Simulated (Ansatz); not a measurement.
## Co: course of a relaxation

All numbers below come from DFT PBEsol, scalar-relativistic, plane waves, PAW in Ansatz 0.2.0. (420 eV cutoff, 20×20×20 k-mesh, Gaussian smearing of 0.10 eV, collinear spin)

What was changed in Rh: Rh → Co on all its sites, cell and atoms relaxed.

Command:

```bash
ansatz run input.yaml --threads 1 --pin off --max-ram 2560MiB --backend cpu --events-out ev --progress --plain --runs-dir out
```

Input:

```yaml
crystal:
  lattice:
    - [0.0, 1.7436948335, 1.7436948335]
    - [1.7436948335, 0.0, 1.7436948335]
    - [1.7436948335, 1.7436948335, 0.0]
  atoms:
    - { symbol: Co, position: [0.0, 0.0, 0.0], spin: 1.93 }
basis:
  ecutwfc: 420
kpoints:
  mp_grid: { grid: [20, 20, 20] }
hamiltonian:
  xc: pbesol
scf:
  occupations: { method: gaussian, width: 0.1 }
output:
  forces: true
  stress: true
  eigenvalues: true
  populations: true
magnetization:
  spin_polarized: true
relax:
  adjacent_minimum: "off"
  f_tol: 0.01
  max_steps: 60
  cell: { stress_tol: 0.1 }
```

F is the free energy. Steps run on the plane waves of an earlier cell, but the last one, and at times one on the way, on a freshly chosen basis, so a repeated geometry can differ a little in energy.

Steps:

```csv
step,F − F(1) (eV),largest force component (eV/Å),V (Å³/atom),P (GPa)
1,0.0000,0.000,10.603,-4.01
2,-0.0019,0.000,10.508,-1.88
3,-0.0025,0.000,10.426,0.06
4,-0.0022,0.000,10.426,0.02
```

Relaxed structure:

```
CELL_PARAMETERS angstrom
0.00000 1.73391 1.73391
1.73391 0.00000 1.73391
1.73391 1.73391 0.00000
ATOMIC_POSITIONS crystal
Co 0.00000 0.00000 0.00000
```

It takes space group Fm-3m (No. 225, cubic). The conventional cell has a = 3.468 Å, b = 3.468 Å, c = 3.468 Å, α = 90.00°, β = 90.00°, γ = 90.00°. Around Co (site symmetry m-3m) lie 12 Co at 2.45 Å.

The run converged. Time: 15 s on 1 thread of Intel(R) Xeon(R) 6975P-C (Granite Rapids), on a shared host, peak memory 0.38 GiB.